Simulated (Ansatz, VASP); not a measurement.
## W: VASP beside Ansatz

The input INCAR:

```
SYSTEM = W
  ALGO = Fast
  EDIFF = 1E-7
  ENCUT = 520
  ISIF = 2
  ISMEAR = -1
  LASPH = .True.
  LCHARG = .False.
  LDAU = .True.
  LDAUJ = 0
  LDAUL = 2
  LDAUPRINT = 1
  LDAUTYPE = 2
  LDAUU = 6
  LMAXMIX = 4
  LREAL = .False.
  LWAVE = .False.
  NBANDS = 13
  NELM = 80
  PREC = Accurate
  SIGMA = 0.05
```

KPOINTS

```
k-points
0
Gamma
  12 12 12
  0 0 0
```

POSCAR

```
W
1.0
   -1.5823450000      1.5823450000      1.5823450000
    1.5823450000     -1.5823450000      1.5823450000
    1.5823450000      1.5823450000     -1.5823450000
W
1
Direct
    0.0000000000      0.0000000000      0.0000000000
```

input.yaml

```yaml
crystal:
  lattice:
    - [-1.582345, 1.582345, 1.582345]
    - [1.582345, -1.582345, 1.582345]
    - [1.582345, 1.582345, -1.582345]
  atoms:
    - { symbol: W, position: [0.0, 0.0, 0.0] }
hamiltonian:
  xc: lda
  pseudopotentials: { kind: paw }
  hubbard: { sites: [{ species: W, l: d, u_eff: 6.0 }] }
kpoints:
  mp_grid: { grid: [12, 12, 12] }
scf:
  occupations: { method: fermi_dirac, width: 0.05 }
output:
  forces: true
  stress: true
  eigenvalues: true
  write_density: true
  write_potential: true
  elf: true
  volumetric_format: npy
```

Alike in both runs: task single point; functional LDA; k mesh 12 × 12 × 12; occupations fermi-dirac, width 0.05 eV; no spin polarisation; Hubbard terms W d U = 6 eV.

```csv
,VASP,Ansatz
version,VASP 6.6.1,Ansatz 0.2.0
potentials or method,"VASP PAW LDA potentials, release 64 (W_sv)",Ansatz PAW
plane-wave cutoff (eV),520,420
valence electrons in the cell,14,14
```

```csv
,VASP,Ansatz,Ansatz less VASP
gap on the k mesh at the Fermi level (eV),none,none,-
pressure (GPa),11.1,-3.5,-14.67
```

The programs project onto different local orbitals, so the same U acts differently. A gap of «none» marks a metal or a gap that the smearing closes.

Caveats: U without spin polarisation on a metal has little footing; the U is typed as a test and isn't derived for this compound; the PAW data sets come from PBE, with cores solved anew for the run's functional, which leaves a small shift of forces and pressure (Ansatz). Spin-orbit coupling is left out, which matters for the levels of W.
